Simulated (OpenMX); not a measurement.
BeTe under changes of volume

One of the cells (21.254 Å³/atom); the others are scaled copies at fixed shape and fractional positions:

```
Te Be
1.0
     0.00000    2.77000    2.77000
     2.77000    0.00000    2.77000
     2.77000    2.77000    0.00000
Te Be
1 1
Direct
  0.75000 0.75000 0.75000
  0.00000 0.00000 0.00000
```

| Property | Result |
| --- | --- |
| Program | OpenMX 3.8.5 |
| Functional | LDA |
| Potentials or basis | OpenMX 2013 LDA set, Te7.0-s3p2d2f1, Be7.0-s2p2, fixed grid of 42 × 42 × 42 points |
| k mesh | 9 × 9 × 9 |
| Occupations | fermi-dirac, width 0.05 eV |
| Spin | no spin polarisation |

```csv
volume (Å³/atom),energy over the lowest point (meV/atom),gap on the mesh (eV)
19.979,35.37,1.77
20.404,20.10,1.81
20.829,9.43,1.86
21.254,2.84,1.90
21.679,0.00,1.94
22.104,?,?
22.529,4.20,2.01
```

**Question.** What does the run at 22.104 Å³/atom give?

**Answer.** Energy over the lowest point 0.59 meV/atom; gap on the mesh 1.97 eV.

Worked out: A Birch-Murnaghan fit of order 3 (a polynomial in V^(-2/3)) to the other rows has its minimum at 21.82 Å³/atom with B0 = V·E''(V) = 64 GPa and B' = 4.0. It gives 0.56 meV/atom at 22.104 Å³/atom, against the run's 0.59. A straight line through the other rows of the gap, of slope 2.02 eV per unit of ln V, gives 1.98 eV, against the run's 1.97.

Energies are extrapolated to zero smearing.

Caveats: the basis has few d functions beyond the semicore shells, which can make volumes several per cent too large; spin-orbit coupling is left out, which moves the levels of the heavy elements; an odd mesh through Γ misses points on the zone boundary, where band edges often lie; the basis of atomic orbitals isn't converged, which shifts pressures, moduli and gaps.
